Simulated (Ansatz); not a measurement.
**Cadmium, hcp under PBE: convergence with the Gaussian smearing**

How small must the Gaussian smearing width be for energy and pressure to settle? The geometry was relaxed under PBE beforehand and stays fixed; 7 values are run, from 0.01 to 1.0 eV. Wanted are the values from which on the energy stays within 10 and 1 meV/atom, and the pressure within 0.5 GPa, of the narrowest run. Within the series other settings stay, but some runs also write fields, which adds to their time. Spin polarisation is left out.

Program: Ansatz 0.2.0. Level of theory: DFT PBE, plane waves with PAW, scalar-relativistic. These are calculated values, not measurements.

### Step 1. The system as given

Symmetry: P6_3/mmc, No. 194, hexagonal system. Conventional cell: a = 3.001 Å, b = 3.001 Å, c = 5.926 Å, α = 90.00°, β = 90.00°, γ = 120.00°. Cd (site symmetry -6m2) is surrounded by 12 Cd at 3.00 to 3.43 Å.

As a file:

```
CELL_PARAMETERS angstrom
3.00071 0.00000 0.00000
-1.50036 2.59869 0.00000
0.00000 0.00000 5.92616
ATOMIC_POSITIONS crystal
Cd 0.33333 0.66667 0.25000
Cd 0.66667 0.33333 0.75000
```

### Step 2. Run at 0.01 eV

The run at 0.01 eV.

Input file input.yaml:

```yaml
crystal:
  lattice:
    - [3.000710373, 0.0, 0.0]
    - [-1.5003551865, 2.5986914124, 0.0]
    - [0.0, 0.0, 5.9261569577]
  atoms:
    - { symbol: Cd, position: [0.3333333333, 0.6666666667, 0.25] }
    - { symbol: Cd, position: [0.6666666667, 0.3333333333, 0.75] }
hamiltonian:
  xc: pbe
  pseudopotentials:
    kind: paw
    azcp:
      Cd: "pseudopotentials/Cd.paw.azcp"
basis:
  ecutwfc: 420
  fft_grid_basis: typed
kpoints:
  mp_grid: { grid: [12, 12, 6], shift: [0, 0, 0] }
magnetization:
  spin_polarized: false
scf:
  occupations: { method: gaussian, width: 0.01 }
  lower_state_search: "off"
output:
  stress: true
```

Started as:

```
$ ansatz run input.yaml --threads 1 --pin off --max-ram 3584MiB --backend cpu --events-out ev --progress --plain --runs-dir out
```

The program printed, shortened:

```text
[...]
Pseudopotentials: kind: paw
Pseudopotential: Cd, paw, valence charge 20, recommended cutoff 420 eV (normal), <dir>
Functional definition: PBE
[...]
Crystal: 2 atoms, lattice volume = 46.212 Å³
Basis set: ecut = 420 eV, 859 PW (Γ)
Bands: 24, of which v1, the nominal top of the filled ones, is band 20 counted from 1 (19 counted from 0)
Symmetry: 24 space group operations
Space group: P63/mmc (ITA 194), of the structure as read, at distance tolerance 3.6e-5 Å
k-points: 76 of 864
[...]
SCF iter   1: F=—  HF=-16508.915118 eV  |F-HF|=—  |Δ(HF+E_count)|=         —  Δρ=9.00e-4  dr2=4.29e-4  ethr=1.77e-3  ⟨swp⟩=5.4  Hψ=7210  notcnv=0
[...]
SCF iter   6: F=-16508.915648 eV  HF=-16508.915648 eV  |F-HF|=1.59e-9  |Δ(HF+E_count)|=   8.81e-9  Δρ=2.93e-6  dr2=3.00e-9  ethr=9.18e-11  ⟨swp⟩=2.0  Hψ=6207  notcnv=0
[...]
SCF converged after 6 iterations
Free energy (F): -16508.915648 eV
[...]
E sigma→0 (E₀):  -16508.915569 eV
Entropy (-TS):   -0.000158 eV (-0.079 meV/atom)
Fermi energy:    13.398538 eV
[...]
--- Stress (GPa, compression-positive) ---
       -0.054439       0.000000       0.000000
        0.000000      -0.054439       0.000000
        0.000000       0.000000      -0.138040
  P = ⅓ Tr σ = -0.0823 GPa (-0.823 kbar)
```

It took 3.7 s on 1 thread of Intel Xeon Platinum 8259CL at 2.50GHz (Skylake/Cascade Lake), shared host; peak memory 0.53 GiB.

### Step 3. Run at 0.03 eV

The run at 0.03 eV.

input.yaml, as its differences from that of step 2:

```diff
@@ -22,3 +22,3 @@
 scf:
-  occupations: { method: gaussian, width: 0.01 }
+  occupations: { method: gaussian, width: 0.03 }
   lower_state_search: "off"
```

Started as:

```
$ ansatz run input.yaml --threads 1 --pin off --max-ram 3584MiB --backend cpu --events-out ev --progress --plain --runs-dir out
```

The program printed, shortened:

```text
[...]
Pseudopotentials: kind: paw
Pseudopotential: Cd, paw, valence charge 20, recommended cutoff 420 eV (normal), <dir>
Functional definition: PBE
[...]
Crystal: 2 atoms, lattice volume = 46.212 Å³
Basis set: ecut = 420 eV, 859 PW (Γ)
Bands: 24, of which v1, the nominal top of the filled ones, is band 20 counted from 1 (19 counted from 0)
Symmetry: 24 space group operations
Space group: P63/mmc (ITA 194), of the structure as read, at distance tolerance 3.6e-5 Å
k-points: 76 of 864
[...]
SCF iter   1: F=—  HF=-16508.915493 eV  |F-HF|=—  |Δ(HF+E_count)|=         —  Δρ=8.72e-4  dr2=3.88e-4  ethr=1.77e-3  ⟨swp⟩=5.7  Hψ=7156  notcnv=0
[...]
SCF iter   6: F=-16508.916036 eV  HF=-16508.916036 eV  |F-HF|=1.67e-9  |Δ(HF+E_count)|=   2.46e-8  Δρ=3.89e-6  dr2=5.92e-9  ethr=2.50e-10  ⟨swp⟩=3.7  Hψ=5467  notcnv=0
[...]
SCF converged after 6 iterations
Free energy (F): -16508.916036 eV
[...]
E sigma→0 (E₀):  -16508.915715 eV
Entropy (-TS):   -0.000643 eV (-0.322 meV/atom)
Fermi energy:    13.399853 eV
[...]
--- Stress (GPa, compression-positive) ---
       -0.083798       0.000000       0.000000
        0.000000      -0.083798       0.000000
        0.000000       0.000000      -0.027904
  P = ⅓ Tr σ = -0.0652 GPa (-0.652 kbar)
```

Run time: 4.7 s. Hardware: 1 thread of Intel Xeon Platinum 8259CL at 2.50GHz (Skylake/Cascade Lake), shared host; peak memory 0.52 GiB.

### Step 4. Run at 0.1 eV

The run at 0.1 eV.

input.yaml, as its differences from that of step 3:

```diff
@@ -22,3 +22,3 @@
 scf:
-  occupations: { method: gaussian, width: 0.03 }
+  occupations: { method: gaussian, width: 0.1 }
   lower_state_search: "off"
@@ -26 +26,5 @@
   stress: true
+  write_density: true
+  write_potential: true
+  elf: true
+  volumetric_format: npy
```

Started as:

```
$ ansatz run input.yaml --threads 1 --pin off --max-ram 3584MiB --backend cpu --events-out ev --progress --plain --runs-dir out
```

The program printed, shortened:

```text
[...]
Pseudopotentials: kind: paw
Pseudopotential: Cd, paw, valence charge 20, recommended cutoff 420 eV (normal), <dir>
Functional definition: PBE
[...]
Crystal: 2 atoms, lattice volume = 46.212 Å³
Basis set: ecut = 420 eV, 859 PW (Γ)
Bands: 24, of which v1, the nominal top of the filled ones, is band 20 counted from 1 (19 counted from 0)
Symmetry: 24 space group operations
Space group: P63/mmc (ITA 194), of the structure as read, at distance tolerance 3.6e-5 Å
k-points: 76 of 864
[...]
SCF iter   1: F=—  HF=-16508.917246 eV  |F-HF|=—  |Δ(HF+E_count)|=         —  Δρ=9.02e-4  dr2=4.38e-4  ethr=1.77e-3  ⟨swp⟩=5.5  Hψ=6980  notcnv=0
[...]
SCF iter   6: F=-16508.917772 eV  HF=-16508.917772 eV  |F-HF|=5.71e-10  |Δ(HF+E_count)|=   6.62e-9  Δρ=1.33e-6  dr2=5.10e-10  ethr=6.58e-11  ⟨swp⟩=4.6  Hψ=9720  notcnv=0
[...]
SCF converged after 6 iterations
Free energy (F): -16508.917772 eV
[...]
E sigma→0 (E₀):  -16508.916326 eV
Entropy (-TS):   -0.002892 eV (-1.446 meV/atom)
Fermi energy:    13.418526 eV
[...]
--- Stress (GPa, compression-positive) ---
       -0.115310      -0.000000       0.000000
        0.000000      -0.115310       0.000000
        0.000000       0.000000       0.049084
  P = ⅓ Tr σ = -0.0605 GPa (-0.605 kbar)
--- Band table (eV; the first three rows and the last of 76) ---
  k-point 0: bands = ["-89.5537", "-89.5532", "-50.6107", "-50.5999", "-50.5776", "-50.5776", "-50.5765", "-50.5765", "3.7725", "3.9463", "4.3321", "4.3321", "4.3661", "4.3661", "4.8628", "4.8628", "5.0324", "5.0324", "5.0796", "9.9427", "10.5961", "22.3411", "26.6094", "27.3387"]
[...]
```

Wall time 6.6 s (1 thread of Intel Xeon Platinum 8259CL at 2.50GHz (Skylake/Cascade Lake), shared host); peak memory 0.53 GiB.

### Step 5. Run at 0.2 eV

The run at 0.2 eV.

input.yaml, as its differences from that of step 4:

```diff
@@ -22,3 +22,3 @@
 scf:
-  occupations: { method: gaussian, width: 0.1 }
+  occupations: { method: gaussian, width: 0.2 }
   lower_state_search: "off"
@@ -26,5 +26 @@
   stress: true
-  write_density: true
-  write_potential: true
-  elf: true
-  volumetric_format: npy
```

Started as:

```
$ ansatz run input.yaml --threads 1 --pin off --max-ram 3584MiB --backend cpu --events-out ev --progress --plain --runs-dir out
```

The program printed, shortened:

```text
[...]
Pseudopotentials: kind: paw
Pseudopotential: Cd, paw, valence charge 20, recommended cutoff 420 eV (normal), <dir>
Functional definition: PBE
[...]
Crystal: 2 atoms, lattice volume = 46.212 Å³
Basis set: ecut = 420 eV, 859 PW (Γ)
Bands: 24, of which v1, the nominal top of the filled ones, is band 20 counted from 1 (19 counted from 0)
Symmetry: 24 space group operations
Space group: P63/mmc (ITA 194), of the structure as read, at distance tolerance 3.6e-5 Å
k-points: 76 of 864
[...]
SCF iter   1: F=—  HF=-16508.920744 eV  |F-HF|=—  |Δ(HF+E_count)|=         —  Δρ=9.51e-4  dr2=5.18e-4  ethr=1.77e-3  ⟨swp⟩=4.8  Hψ=6712  notcnv=0
[...]
SCF iter   6: F=-16508.921240 eV  HF=-16508.921240 eV  |F-HF|=8.62e-10  |Δ(HF+E_count)|=   8.33e-9  Δρ=3.20e-6  dr2=3.96e-9  ethr=1.89e-10  ⟨swp⟩=2.0  Hψ=6060  notcnv=0
[...]
SCF converged after 6 iterations
Free energy (F): -16508.921240 eV
[...]
E sigma→0 (E₀):  -16508.917144 eV
Entropy (-TS):   -0.008192 eV (-4.096 meV/atom)
Fermi energy:    13.457102 eV
[...]
--- Stress (GPa, compression-positive) ---
       -0.063429       0.000000       0.000000
        0.000000      -0.063429       0.000000
        0.000000       0.000000       0.018557
  P = ⅓ Tr σ = -0.0361 GPa (-0.361 kbar)
```

Wall time 3.2 s (1 thread of Intel Xeon Platinum 8259CL at 2.50GHz (Skylake/Cascade Lake), shared host); peak memory 0.54 GiB.

### Step 6. Run at 0.3 eV

The run at 0.3 eV.

input.yaml, as its differences from that of step 5:

```diff
@@ -22,3 +22,3 @@
 scf:
-  occupations: { method: gaussian, width: 0.2 }
+  occupations: { method: gaussian, width: 0.3 }
   lower_state_search: "off"
```

Started as:

```
$ ansatz run input.yaml --threads 1 --pin off --max-ram 3584MiB --backend cpu --events-out ev --progress --plain --runs-dir out
```

The program printed, shortened:

```text
[...]
Pseudopotentials: kind: paw
Pseudopotential: Cd, paw, valence charge 20, recommended cutoff 420 eV (normal), <dir>
Functional definition: PBE
[...]
Crystal: 2 atoms, lattice volume = 46.212 Å³
Basis set: ecut = 420 eV, 859 PW (Γ)
Bands: 24, of which v1, the nominal top of the filled ones, is band 20 counted from 1 (19 counted from 0)
Symmetry: 24 space group operations
Space group: P63/mmc (ITA 194), of the structure as read, at distance tolerance 3.6e-5 Å
k-points: 76 of 864
[...]
SCF iter   1: F=—  HF=-16508.925931 eV  |F-HF|=—  |Δ(HF+E_count)|=         —  Δρ=9.66e-4  dr2=5.44e-4  ethr=1.77e-3  ⟨swp⟩=4.6  Hψ=6578  notcnv=0
[...]
SCF iter   6: F=-16508.926416 eV  HF=-16508.926416 eV  |F-HF|=1.38e-10  |Δ(HF+E_count)|=   8.03e-9  Δρ=3.00e-6  dr2=3.49e-9  ethr=1.86e-10  ⟨swp⟩=2.0  Hψ=6038  notcnv=0
[...]
SCF converged after 6 iterations
Free energy (F): -16508.926416 eV
[...]
E sigma→0 (E₀):  -16508.916702 eV
Entropy (-TS):   -0.019426 eV (-9.713 meV/atom)
Fermi energy:    13.474252 eV
[...]
--- Stress (GPa, compression-positive) ---
        0.071446      -0.000000       0.000000
        0.000000       0.071446       0.000000
        0.000000       0.000000      -0.083184
  P = ⅓ Tr σ = 0.0199 GPa (0.199 kbar)
```

Run time: 4.2 s. Hardware: 1 thread of Intel Xeon Platinum 8259CL at 2.50GHz (Skylake/Cascade Lake), shared host; peak memory 0.52 GiB.

### Step 7. Run at 0.6 eV

The run at 0.6 eV.

input.yaml, as its differences from that of step 6:

```diff
@@ -22,3 +22,3 @@
 scf:
-  occupations: { method: gaussian, width: 0.3 }
+  occupations: { method: gaussian, width: 0.6 }
   lower_state_search: "off"
@@ -26 +26,5 @@
   stress: true
+  write_density: true
+  write_potential: true
+  elf: true
+  volumetric_format: npy
```

Started as:

```
$ ansatz run input.yaml --threads 1 --pin off --max-ram 3584MiB --backend cpu --events-out ev --progress --plain --runs-dir out
```

The program printed, shortened:

```text
band count auto-derived: 25 (N_el = 40.0; filled up to band 20; 24 by the electrons, moments and atoms)
[...]
Pseudopotentials: kind: paw
Pseudopotential: Cd, paw, valence charge 20, recommended cutoff 420 eV (normal), <dir>
Functional definition: PBE
[...]
Crystal: 2 atoms, lattice volume = 46.212 Å³
Basis set: ecut = 420 eV, 859 PW (Γ)
Bands: 25, of which v1, the nominal top of the filled ones, is band 20 counted from 1 (19 counted from 0)
Symmetry: 24 space group operations
Space group: P63/mmc (ITA 194), of the structure as read, at distance tolerance 3.6e-5 Å
k-points: 76 of 864
[...]
SCF iter   1: F=—  HF=-16508.960409 eV  |F-HF|=—  |Δ(HF+E_count)|=         —  Δρ=1.00e-3  dr2=5.89e-4  ethr=1.77e-3  ⟨swp⟩=4.6  Hψ=6930  notcnv=0
[...]
SCF iter   6: F=-16508.960865 eV  HF=-16508.960865 eV  |F-HF|=2.40e-10  |Δ(HF+E_count)|=   1.47e-8  Δρ=2.04e-6  dr2=1.43e-9  ethr=5.20e-11  ⟨swp⟩=5.1  Hψ=10289  notcnv=0
[...]
SCF converged after 6 iterations
Free energy (F): -16508.960865 eV
[...]
E sigma→0 (E₀):  -16508.910208 eV
Entropy (-TS):   -0.101312 eV (-50.656 meV/atom)
Fermi energy:    13.457523 eV
[...]
--- Stress (GPa, compression-positive) ---
        0.627077       0.000000       0.000000
        0.000000       0.627077       0.000000
        0.000000       0.000000      -0.289350
  P = ⅓ Tr σ = 0.3216 GPa (3.216 kbar)
--- Band table (eV; the first three rows and the last of 76) ---
  k-point 0: bands = ["-89.5476", "-89.5471", "-50.6040", "-50.5932", "-50.5721", "-50.5721", "-50.5711", "-50.5711", "3.7763", "3.9504", "4.3356", "4.3356", "4.3696", "4.3696", "4.8680", "4.8680", "5.0376", "5.0376", "5.0810", "9.9445", "10.5973", "22.3422", "26.6104", "27.3387", "28.2030"]
[...]
```

Wall time 4.6 s (1 thread of Intel Xeon Platinum 8259CL at 2.50GHz (Skylake/Cascade Lake), shared host); peak memory 0.53 GiB.

### Step 8. Run at 1.0 eV

The run at 1.0 eV.

input.yaml, as its differences from that of step 7:

```diff
@@ -22,3 +22,3 @@
 scf:
-  occupations: { method: gaussian, width: 0.6 }
+  occupations: { method: gaussian, width: 1.0 }
   lower_state_search: "off"
```

Started as:

```
$ ansatz run input.yaml --threads 1 --pin off --max-ram 3584MiB --backend cpu --events-out ev --progress --plain --runs-dir out
```

The program printed, shortened:

```text
band count auto-derived: 26 (N_el = 40.0; filled up to band 20; 24 by the electrons, moments and atoms)
[...]
Pseudopotentials: kind: paw
Pseudopotential: Cd, paw, valence charge 20, recommended cutoff 420 eV (normal), <dir>
Functional definition: PBE
[...]
Crystal: 2 atoms, lattice volume = 46.212 Å³
Basis set: ecut = 420 eV, 859 PW (Γ)
Bands: 26, of which v1, the nominal top of the filled ones, is band 20 counted from 1 (19 counted from 0)
Symmetry: 24 space group operations
Space group: P63/mmc (ITA 194), of the structure as read, at distance tolerance 3.6e-5 Å
k-points: 76 of 864
[...]
SCF iter   1: F=—  HF=-16509.059303 eV  |F-HF|=—  |Δ(HF+E_count)|=         —  Δρ=1.20e-3  dr2=8.86e-4  ethr=1.77e-3  ⟨swp⟩=5.0  Hψ=7238  notcnv=0
[...]
SCF iter   6: F=-16509.059655 eV  HF=-16509.059655 eV  |F-HF|=1.43e-9  |Δ(HF+E_count)|=   1.91e-8  Δρ=2.84e-6  dr2=3.83e-9  ethr=9.84e-11  ⟨swp⟩=5.3  Hψ=10612  notcnv=0
[...]
SCF converged after 6 iterations
Free energy (F): -16509.059655 eV
[...]
E sigma→0 (E₀):  -16508.896614 eV
Entropy (-TS):   -0.326080 eV (-163.040 meV/atom)
Fermi energy:    13.431169 eV
[...]
--- Stress (GPa, compression-positive) ---
        1.426230       0.000000       0.000000
        0.000000       1.426230       0.000000
        0.000000       0.000000      -0.177611
  P = ⅓ Tr σ = 0.8916 GPa (8.916 kbar)
--- Band table (eV; the first three rows and the last of 76) ---
  k-point 0: bands = ["-89.5412", "-89.5407", "-50.5967", "-50.5859", "-50.5666", "-50.5666", "-50.5656", "-50.5656", "3.7803", "3.9546", "4.3390", "4.3390", "4.3729", "4.3729", "4.8735", "4.8735", "5.0432", "5.0432", "5.0826", "9.9464", "10.5989", "22.3433", "26.6115", "27.3386", [...]
[...]
```

Wall time 6.5 s (1 thread of Intel Xeon Platinum 8259CL at 2.50GHz (Skylake/Cascade Lake), shared host); peak memory 0.54 GiB.

### Step 9. Convergence table

Differences are taken from the run at 0.01 eV.

```csv
smearing (eV),F (meV/atom),E(σ → 0) (meV/atom),P (GPa),SCF cycles,CPU time
0.01,0.00,0.00,-0.08,6,3.7 s
0.03,-0.19,-0.07,-0.07,6,4.7 s
0.1,-1.06,-0.38,-0.06,6,6.6 s
0.2,-2.80,-0.79,-0.04,6,3.2 s
0.3,-5.38,-0.57,0.02,6,4.2 s
0.6,-22.61,2.68,0.32,6,4.6 s
1.0,-72.00,9.48,0.89,6,6.5 s
```

### Step 10. Outcome

```
                                          quantity                       value
      E(σ → 0) stays within 10 meV/atom of 0.01 eV                up to 1.0 eV
                  E(σ → 0) stays within 1 meV/atom                up to 0.3 eV
                     pressure stays within 0.5 GPa                up to 0.6 eV
                               pressure at 0.01 eV                   -0.08 GPa
energy of a separate run on a finer mesh (20×20×9)  +5.6 meV/atom from 0.01 eV
```

What this shows: At 1.0 eV the energy differs by +9.5 meV/atom and the pressure by +1.0 GPa. Over the range F shifts by -72.0 meV/atom, while E(σ → 0) shifts by +9.5. In theory F falls as the square of the width under this scheme, but here the ratio is not steady: the mesh at narrow widths, or a density of states that varies over the wide ones, can both cause that. The mesh (12×12×6) is fixed, so the narrowest widths carry a k-point error of their own. The yardstick itself is unsettled by 5.6 meV/atom against the finer mesh, so the thresholds above hold only within this series, and wider smearing, which averages over more states, can land nearer the fine-mesh value than the narrowest does. The cell taken over is 7 % larger than the measured one (21.59 Å³/atom, COD).
